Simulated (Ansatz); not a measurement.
# Y: squeezing one contact

An exercise on one series of results from a longer session: the logs are not shown, and one member is left open.

Method: DFT PBE, with the methods named in each step, in Ansatz 0.2.0.

1 further run of the same task is left out (set aside as unsound or not needed). Runs told in other sessions of the task aren't counted.

### Starting point

Symmetry: Fd-3m, No. 227, cubic system. The conventional cell has a = 6.906 Å, b = 6.906 Å, c = 6.906 Å, α = 90.00°, β = 90.00°, γ = 90.00°. Y (site symmetry -43m) is surrounded by 4 Y at 2.99 Å.

Structure file:

```
CELL_PARAMETERS angstrom
0.00000 3.45312 3.45312
3.45312 0.00000 3.45312
3.45312 3.45312 0.00000
ATOMIC_POSITIONS crystal
Y 0.87500 0.87500 0.87500
Y 0.12500 0.12500 0.12500
```

Atoms are numbered in the order of the input: Y1, Y2.

Set-up of the first run:

The input, input.yaml:

```yaml
crystal:
  lattice:
    - [0.0, 3.4531162769, 3.4531162769]
    - [3.4531162769, 0.0, 3.4531162769]
    - [3.4531162769, 3.4531162769, 0.0]
  atoms:
    - { symbol: "Y", position: [-0.125, -0.125, -0.125] }
    - { symbol: "Y", position: [0.125, 0.125, 0.125] }
kpoints:
  mp_grid: { grid: [8, 8, 8] }
scf:
  occupations: { method: fermi_dirac, width: 0.05 }
hamiltonian:
  xc: pbe
  pseudopotentials: { kind: all_electron, lapw: { basis_error: 0.001 } }
output:
  forces: true
  stress: true
  eigenvalues: true
  populations: true
```

The run is started by

```bash
ansatz run input.yaml --threads 1 --pin off --max-ram 2048MiB --backend cpu --events-out ev --progress --plain --runs-dir out
```

Among the steps run: The bond as given, LAPW; Shortest bond scaled by 1, norm-conserving; Shortest bond scaled by 1.1, LAPW; Shortest bond scaled by 0.94, LAPW; Shortest bond scaled by 0.82, LAPW; Shortest bond scaled by 0.76, LAPW; Shortest bond scaled by 0.76, norm-conserving.

One of the session's tables, all rows but one given; the rest of the session is left out.

```
             method  length (Å)  F from the given length (eV/cell)  force along the bond (eV/Å)  pressure (GPa)  largest force (eV/Å)
               LAPW       2.273                              1.018                        4.759            4.50                 4.759
               LAPW       2.452                              0.451                        2.062            2.16                 2.062
               LAPW       2.811                              0.035                        0.440            0.89                 0.440
               LAPW       2.990                              0.000                        0.000            0.82                 0.000
               LAPW       3.290                              0.028                       -0.132            0.96                 0.132
                PAW       2.273                                  ?                            ?               ?                     ?
                PAW       2.452                              0.451                        2.061            2.16                 2.061
                PAW       2.811                              0.034                        0.439            0.89                 0.439
                PAW       2.990                              0.000                        0.000            0.82                 0.000
                PAW       3.290                              0.028                       -0.132            0.96                 0.132
PAW (source ansatz)       2.273                                  –                        4.771            4.51                 4.771
    norm-conserving       2.273                              1.022                        4.778            4.52                 4.778
    norm-conserving       2.990                              0.000                        0.000            0.83                 0.000
```

**Question.** Estimate the row for PAW, 2.273.

As computed: F from the given length (eV/cell): 1.017; force along the bond (eV/Å): 4.758; pressure (GPa): 4.49; largest force (eV/Å): 4.758.

To keep in mind: Rows by PAW come from runs of the same series that aren't printed here. Warnings in the runs' records: written density without core change.
